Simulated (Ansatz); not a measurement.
**SiMo₃: course of a relaxation**

The calculation used Ansatz, DFT PBE, scalar-relativistic, plane waves, PAW. Settings: 420 eV cutoff, 6×6×6 k-mesh, Gaussian smearing of 0.10 eV, no spin polarisation.

What was changed: 0 of 4 Si sites taken by Pb, cell and atoms relaxed.

Command:

```bash
ansatz run input.yaml --threads 2 --pin off --max-ram 5120MiB --backend cpu --events-out ev --progress --plain --runs-dir out
```

Input:

```yaml
crystal:
  lattice:
    - [-4.9064533709, 4.9064533709, 0.0]
    - [0.0, 4.9064533709, -4.9064533709]
    - [-4.9064533709, 0.0, -4.9064533709]
  atoms:
    - { symbol: Si, position: [0.75, 0.75, 0.75] }
    - { symbol: Si, position: [0.25, 0.25, 0.25] }
    - { symbol: Si, position: [0.5, 0.5, 0.5] }
    - { symbol: Si, position: [0.0, 0.0, 0.0] }
    - { symbol: Mo, position: [0.875, 0.625, 0.125] }
    - { symbol: Mo, position: [0.375, 0.125, 0.625] }
    - { symbol: Mo, position: [0.625, 0.875, 0.375] }
    - { symbol: Mo, position: [0.125, 0.375, 0.875] }
    - { symbol: Mo, position: [0.625, 0.125, 0.875] }
    - { symbol: Mo, position: [0.125, 0.625, 0.375] }
    - { symbol: Mo, position: [0.875, 0.375, 0.625] }
    - { symbol: Mo, position: [0.375, 0.875, 0.125] }
    - { symbol: Mo, position: [0.875, 0.125, 0.375] }
    - { symbol: Mo, position: [0.375, 0.625, 0.875] }
    - { symbol: Mo, position: [0.625, 0.375, 0.125] }
    - { symbol: Mo, position: [0.125, 0.875, 0.625] }
basis:
  ecutwfc: 420
kpoints:
  mp_grid: { grid: [6, 6, 6] }
hamiltonian:
  xc: pbe
scf:
  occupations: { method: gaussian, width: 0.1 }
output:
  forces: true
  stress: true
  eigenvalues: true
relax:
  adjacent_minimum: "off"
  f_tol: 0.015
  max_steps: 60
  cell: { stress_tol: 0.15 }
```

F is the free energy. Steps run on the plane waves of an earlier cell, but the last one, and at times one on the way, on a freshly chosen basis, so a repeated geometry can differ a little in energy.

Steps:

| step | F − F(1) (eV) | largest force component (eV/Å) | V (Å³/atom) | P (GPa) |
| --- | --- | --- | --- | --- |
| 1 | 0.0000 | 0.000 | 14.764 | -0.15 |
| 2 | 0.0000 | 0.000 | 14.744 | 0.20 |
| 3 | -0.0001 | 0.000 | 14.755 | 0.00 |
| 4 | -0.0001 | 0.000 | 14.755 | 0.00 |

Relaxed structure:

```xyz
16
Lattice="-4.9055 4.9055 0.0000 0.0000 4.9055 -4.9055 -4.9055 0.0000 -4.9055" Properties=species:S:1:pos:R:3 pbc="T T T"
Si   -7.3582    7.3582   -7.3582
Si   -2.4527    2.4527   -2.4527
Si   -4.9055    4.9055   -4.9055
Si    0.0000    0.0000    0.0000
Mo   -4.9055    7.3582   -3.6791
Mo   -4.9055    2.4527   -3.6791
Mo   -4.9055    7.3582   -6.1318
Mo   -4.9055    2.4527   -6.1318
Mo   -7.3582    3.6791   -4.9055
Mo   -2.4527    3.6791   -4.9055
Mo   -7.3582    6.1318   -4.9055
Mo   -2.4527    6.1318   -4.9055
Mo   -6.1318    4.9055   -2.4527
Mo   -6.1318    4.9055   -7.3582
Mo   -3.6791    4.9055   -2.4527
Mo   -3.6791    4.9055   -7.3582
```

Symmetry: Pm-3n, No. 223, cubic system. Conventional cell: a = 4.905 Å, b = 4.905 Å, c = 4.905 Å, α = 90.00°, β = 90.00°, γ = 90.00°. Around Si (site symmetry m-3) lie 12 Mo at 2.74 Å. Mo (site symmetry -4m2) is surrounded by 2 Mo at 2.45 Å and 4 Si at 2.74 Å.

The run converged. The run took 67 s on 2 threads of Arm Neoverse V2, with other jobs on the host, peak memory 0.81 GiB.